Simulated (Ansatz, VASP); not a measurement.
# Pd in VASP and in Ansatz

```
Pd
1.0
     2.82030    0.00000    0.00000
    -1.41015    2.44245    0.00000
     0.00000    0.00000    4.68981
Pd
2
Direct
  0.33333 0.66667 0.25000
  0.66667 0.33333 0.75000
```

Change from the starting cell: volume scaled by 1.04.

Alike in both runs: task single point; functional PBE; k mesh 11 × 11 × 6; occupations fermi-dirac, width 0.05 eV; no spin polarisation.

|  | VASP | Ansatz |
| --- | --- | --- |
| version | VASP 6.6.1 | Ansatz 0.2.0 |
| potentials or method | VASP PAW PBE potentials, release 64 (Pd) | Ansatz PAW |
| plane-wave cutoff (eV) | 520 | 420 |
| valence electrons in the cell | 20 | 36 |

|  | VASP | Ansatz | Ansatz less VASP |
| --- | --- | --- | --- |
| gap on the k mesh at the Fermi level (eV) | none | none | - |
| pressure (GPa) | -7.1 | -6.9 | +0.21 |
| largest component of the traceless stress (GPa) | 0.15 | 0.21 | +0.054 |

A gap of «none» marks a metal or a gap that the smearing closes. The two sets of potentials don't hold the same shells in valence.
